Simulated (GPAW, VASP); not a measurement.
This is a calculation of PbSe (Clausthalite) for VASP 6.6.1. 

INCAR

```
PREC = Accurate
ENCUT = 520
EDIFF = 1E-7
ISMEAR = 0
SIGMA = 0.012
LREAL = F
LASPH = T
NELM = 100
ALGO = Normal
ISIF = 2
LWAVE = F
LCHARG = F
GGA = PE
NBANDS = 17
```

Contents of KPOINTS:

```
Automatic mesh
0
Gamma
  8 8 8
```

Contents of POSCAR:

```
PbSe
1.0
    0.0000000000      3.0606500000      3.0606500000
    3.0606500000      0.0000000000      3.0606500000
    3.0606500000      3.0606500000      0.0000000000
Pb Se
1 1
Direct
    0.0000000000      0.0000000000      0.0000000000
    0.5000000000      0.5000000000      0.5000000000
```

Potentials or basis: VASP PAW PBE potentials, release 64 (Pb_d, Se).

Run with:

```bash
$ cat potpaw_PBE.64/Pb_d/POTCAR potpaw_PBE.64/Se/POTCAR > POTCAR
$ mpirun -np 1 vasp_std > vasp.out
```

Question: Translate it to GPAW 26.7.0 (ASE script). Potentials or basis there: GPAW PAW data sets (gpaw-data 1.2.1), cutoff 600 eV.

Answer: As run (cutoffs and basis follow the program's own potentials, and thresholds, step limits or extra output files can differ):

The input run.py:

```python
from ase.dft.bandgap import bandgap
from ase.io import read, write
from ase.units import GPa
from gpaw import GPAW, PW

atoms = read('POSCAR')

calc = GPAW(mode=PW(600),
            xc='PBE',
            kpts={'size': (8, 8, 8), 'gamma': True},
            occupations={'name': 'methfessel-paxton', 'order': 0, 'width': 0.012},
            nbands=19,
            convergence={'density': 1e-05, 'energy': 1e-05},
            maxiter=150,
            txt='gpaw.txt')
atoms.calc = calc
energy = atoms.get_potential_energy()
forces = atoms.get_forces()
stress = atoms.get_stress()
calc.write('gs.gpw')
write('result.traj', atoms)
print(f'Energy: {energy:.6f} eV')
print('Forces (eV/A):')
print(forces.round(4))
print('Stress (GPa):', (stress / GPa).round(3))
print('Fermi level:', round(calc.get_fermi_level(), 4), 'eV')
print(f'Gap: {bandgap(calc)[0]:.4f} eV, direct: {bandgap(calc, direct=True)[0]:.4f} eV')
```

POSCAR

```
PbSe
1.0
    0.0000000000      3.0606500000      3.0606500000
    3.0606500000      0.0000000000      3.0606500000
    3.0606500000      3.0606500000      0.0000000000
Pb Se
1 1
Direct
    0.0000000000      0.0000000000      0.0000000000
    0.5000000000      0.5000000000      0.5000000000
```

Potentials or basis: GPAW PAW data sets (gpaw-data 1.2.1), pw.

Run with:

```sh
$ OMP_NUM_THREADS=1 python run.py
```

Both were run:

|  | VASP | GPAW |
| --- | --- | --- |
| Pressure | 2.4 GPa | 2.2 GPa |

Pressure is positive in compression.
